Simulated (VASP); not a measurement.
# AlN (P6_3mc) in VASP: a series of runs, part 2 of 2

VASP 6.6.1. The steps go on from the part before.

## (3) Relaxation of shape and atoms at fixed volume, r2SCAN (a relaxed cell with its volume scaled by 1.06)

INCAR reads:

```
SYSTEM = AlN
ALGO = Normal
EDIFF = 1E-7
EDIFFG = -0.01
ENCUT = 600
IBRION = 2
ISIF = 4
ISMEAR = 0
LASPH = .TRUE.
LCHARG = .FALSE.
LMIXTAU = .TRUE.
LREAL = .FALSE.
LWAVE = .FALSE.
METAGGA = R2SCAN
NELM = 80
NSW = 40
PREC = Accurate
SIGMA = 0.03
```

KPOINTS reads:

```
k-points
0
G
  12 12 6
  0 0 0
```

POSCAR reads:

```
AlN                                     
1.0
    3.1662128748      0.0000000000     -0.0000000000
   -1.5831064374      2.7420207834      0.0000000000
    0.0000000000      0.0000000000      5.0742148903
  Al              N             
     2     2
Direct
     0.3333333332999970    0.6666666667000030    0.9992188694120607
     0.6666666667000030    0.3333333332999970    0.4992188694120607
     0.3333333332999970    0.6666666667000030    0.3807811305879418
     0.6666666667000030    0.3333333332999970    0.8807811305879418
```

Potentials or basis: VASP PAW PBE potentials, release 64 (Al, N).

Launch:

```bash
cat potpaw_PBE.64/Al/POTCAR potpaw_PBE.64/N/POTCAR > POTCAR
mpirun -np 1 vasp_std > vasp.out
```

OUTCAR:

```text
SYSTEM = AlN
   EDIFF = 1E-7
   EDIFFG = -0.01
   ENCUT = 600
   IBRION = 2
   ISIF = 4
   ISMEAR = 0
   LASPH = .TRUE.
   LREAL = .FALSE.
   METAGGA = R2SCAN
   NELM = 80
   NSW = 40
   PREC = Accurate

 ion  position               nearest neighbor table
   1  0.333  0.667  0.999-   4 1.92   4 1.92   4 1.92   3 1.94   2 3.13   2 3.13   2 3.13   2 3.13
                             2 3.13   2 3.13
   2  0.667  0.333  0.499-   3 1.92   3 1.92   3 1.92   4 1.94   1 3.13   1 3.13   1 3.13   1 3.13
                             1 3.13   1 3.13
   3  0.333  0.667  0.381-   2 1.92   2 1.92   2 1.92   1 1.94
   4  0.667  0.333  0.881-   1 1.92   1 1.92   1 1.92   2 1.94

  LATTYP: Found a hexagonal cell.
 ALAT       =     3.1662128748
 C/A-ratio  =     1.6026133084

  Lattice vectors:

 A1 = (   3.1662128748,   0.0000000000,   0.0000000000)
[... 324 lines left out ...]
      5       4.5494      2.00000
      6       5.1879      2.00000
      7       5.1879      2.00000
      8       5.3617      2.00000
      9       9.7832      0.00000
     10      12.4387      0.00000
     11      16.4883      0.00000
     12      17.0357      0.00000
[... 331 lines left out ...]
 k-point    24 :       0.3333    0.0000    0.1667
  band No.  band energies     occupation
      1      -9.0279      2.00000
      2      -7.9337      2.00000
      3       0.6107      2.00000
      4       1.5261      2.00000
      5       2.1272      2.00000
      6       3.6596      2.00000
      7       4.5992      2.00000
      8       4.7399      2.00000
      9      11.6876      0.00000
     10      12.5565      0.00000
     11      14.2704      0.00000
     12      16.0528      0.00000

 [... further k-points ...]

------------------------ aborting loop because EDIFF is reached ----------------------------------------

  FORCE on cell =-STRESS in cart. coord.  units (eV):
  Direction    XX          YY          ZZ          XY          YZ          ZX
  --------------------------------------------------------------------------------------
  -------------------------------------------------------------------------------------
  Total       -3.0538525     -3.0538525     -3.0298667      0.0000000     -0.0000000     -0.0000000
  in kB     -111.0654383   -111.0654383   -110.1930998      0.0000000     -0.0000000     -0.0000000
  external PRESSURE =    -110.7746588 kB  Pullay stress =       0.0000000 kB
[... 19 lines left out ...]
  FREE ENERGIE OF THE ION-ELECTRON SYSTEM (eV)
  ---------------------------------------------------
  free  energy   TOTEN  =       -38.3664555121 eV

  energy  without entropy=      -38.3664555121  energy(sigma->0) =      -38.36645551

 reached required accuracy - stopping structural energy minimisation
```

CONTCAR:

```text
AlN
   1.00000000000000
     3.1629766055962181    0.0000000000000000    0.0000000000000000
    -1.5814883027981090    2.7392180920498412   -0.0000000000000000
     0.0000000000000000    0.0000000000000000    5.0846037919407125
  Al              N
     2     2
Direct
     0.3333333332999970    0.6666666667000030    0.9997134589600065
     0.6666666667000030    0.3333333332999970    0.4997134589600066
     0.3333333332999970    0.6666666667000030    0.3802865410399960
     0.6666666667000030    0.3333333332999970    0.8802865410399960

  0.00000000E+00  0.00000000E+00  0.00000000E+00
  0.00000000E+00  0.00000000E+00  0.00000000E+00
  0.00000000E+00  0.00000000E+00  0.00000000E+00
  0.00000000E+00  0.00000000E+00  0.00000000E+00
```

Run time: 9.6 min. Hardware: 1 thread of Intel Xeon Platinum 8375C at 2.90GHz (Ice Lake), shared host; peak memory 0.21 GiB.

Results:

* Free energy: -38.3665 eV
* Energy gained by relaxing: 0.1 meV/atom
* Ionic steps: 4
* Pressure after relaxing: -11.1 GPa
* Largest force after relaxing: 0.008 eV/Å
* Band gap on the k mesh: 4.42 eV, direct

Forces on the atoms (eV/Å):
```
Al   0.000  0.000 -0.008
Al   0.000  0.000 -0.008
N    0.000  0.000  0.008
N    0.000  0.000  0.008
```

The path:
| step | energy change (eV) | largest force (eV/Å) | pressure (GPa) |
| --- | --- | --- | --- |
| 1 | 0.0000 | 0.0230 | -11.11 |
| 2 | -0.0003 | 0.0182 | -11.09 |
| 3 | -0.0003 | 0.0168 | -11.08 |
| 4 | -0.0003 | 0.0080 | -11.08 |

Final structure:
```
Al N
1.0
     3.16298    0.00000    0.00000
    -1.58149    2.73922    0.00000
     0.00000    0.00000    5.08460
Al N
2 2
Direct
  0.33333 0.66667 0.99971
  0.66667 0.33333 0.49971
  0.33333 0.66667 0.38029
  0.66667 0.33333 0.88029
```

Caveat: the PAW data sets were made with another functional, which shifts forces and pressure a little.

## (4) Relaxation of cell and atoms, r2SCAN

INCAR reads:

```
PREC = Accurate
ENCUT = 600
EDIFF = 1E-6
ISMEAR = 0
SIGMA = 0.03
LREAL = F
LASPH = T
NELM = 80
ALGO = Normal
ISIF = 3
LWAVE = F
LCHARG = F
METAGGA = R2SCAN
LMIXTAU = T
IBRION = 2
NSW = 90
EDIFFG = -0.01
KPAR = 2
```

KPOINTS reads:

```
regular mesh
0
Gamma
  12 12 6
```

POSCAR reads:

```
AlN
1.0
    3.1130000000      0.0000000000      0.0000000000
   -1.5565000000      2.6959370820      0.0000000000
    0.0000000000      0.0000000000      4.9810000000
Al N
2 2
Direct
    0.3333333333      0.6666666667      0.0000000000
    0.6666666667      0.3333333333      0.5000000000
    0.3333333333      0.6666666667      0.3800000000
    0.6666666667      0.3333333333      0.8800000000
```

Launch:

```bash
cat potpaw_PBE.64/Al/POTCAR potpaw_PBE.64/N/POTCAR > POTCAR
mpirun -np 2 vasp_std > vasp.out
```

It took 4.8 min on 2 MPI ranks of Intel Xeon Platinum 8488C (Sapphire Rapids), shared host; peak memory 0.2 GiB.

It converged, with:

```yaml
Free_energy: -38.4559 eV
Relaxed_volume: 10.39 Å³/atom
Relaxed_cell: a = 3.104 Å, b = 3.104 Å, c = 4.978 Å, α = 90.00°, β = 90.00°, γ = 120.00°
Space_group_after_relaxing_to_0.05_Å: P6_3mc (No. 186)
Energy_gained_by_relaxing: 0.5 meV/atom
Ionic_steps: 6
Pressure_after_relaxing: 0.0 GPa
Largest_force_after_relaxing: 0.004 eV/Å
Band_gap_on_the_k_mesh: 4.94 eV, direct
```

Forces on the atoms (eV/Å):
```
Al   0.000  0.000 -0.004
Al   0.000  0.000 -0.004
N    0.000  0.000  0.004
N    0.000  0.000  0.004
```

Stress tensor (GPa, compression positive):
```
 0.09  0.00  0.00
 0.00  0.09  0.00
 0.00  0.00 -0.07
```

The path:
```csv
step,energy change (eV),largest force (eV/Å),pressure (GPa),volume (Å³)
1,0.0000,0.1251,-1.25,41.80
2,0.0001,0.0987,1.29,41.31
3,-0.0021,0.0151,-0.03,41.56
4,-0.0021,0.0120,-0.01,41.55
5,-0.0021,0.0101,0.02,41.55
6,-0.0022,0.0039,0.04,41.54
```

Final structure:
```
Al N
1.0
     3.10440    0.00000    0.00000
    -1.55220    2.68849    0.00000
     0.00000    0.00000    4.97773
Al N
2 2
Direct
  0.33333 0.66667 0.99926
  0.66667 0.33333 0.49926
  0.33333 0.66667 0.38074
  0.66667 0.33333 0.88074
```

Levels at points of the mesh, in eV from the valence-band top:
```tsv
k point	band 4	band 5	band 6	band 7	band 8	band 9	band 10	band 11	band 12
(0.00, 0.00, 0.00)	-0.88	-0.88	-0.22	-0.22	0.00	4.94	7.56	11.63	12.07
(0.50, 0.00, 0.00)	-4.22	-3.39	-2.13	-1.77	-0.70	6.45	6.58	9.07	11.27
(0.00, 0.00, 0.50)	-3.38	-0.56	-0.56	-0.56	-0.56	7.28	7.28	11.33	11.33
(0.50, 0.00, 0.50)	-5.67	-1.49	-1.49	-1.39	-1.39	6.01	6.01	10.16	10.16
```

Caveat: the PAW data sets were made with another functional, which shifts forces and pressure a little. r2SCAN opens gaps a little over a GGA but as a rule still falls short of measured ones.

## (5) The runs side by side

```csv
task,cell,gap on the mesh (eV),pressure (GPa)
relaxation of shape and atoms at fixed volume,atoms relaxed at fixed volume from: a relaxed cell with its volume scaled by 1.04,4.59,-7.7
relaxation of shape and atoms at fixed volume,atoms relaxed at fixed volume from: a relaxed cell with its volume scaled by 1.06,4.42,-11.1
relaxation of cell and atoms,relaxed,4.94,0.0
```

Alike in all rows: level r2SCAN; potentials or basis VASP PAW PBE potentials, release 64 (Al, N); no spin polarisation; k mesh 12 × 12 × 6; cutoff (eV) 600; smearing gaussian 0.03 eV.

Caveats: the PAW data sets were made with another functional, which shifts forces and pressure a little.

Absolute energies hang on the potentials; compare differences alone.
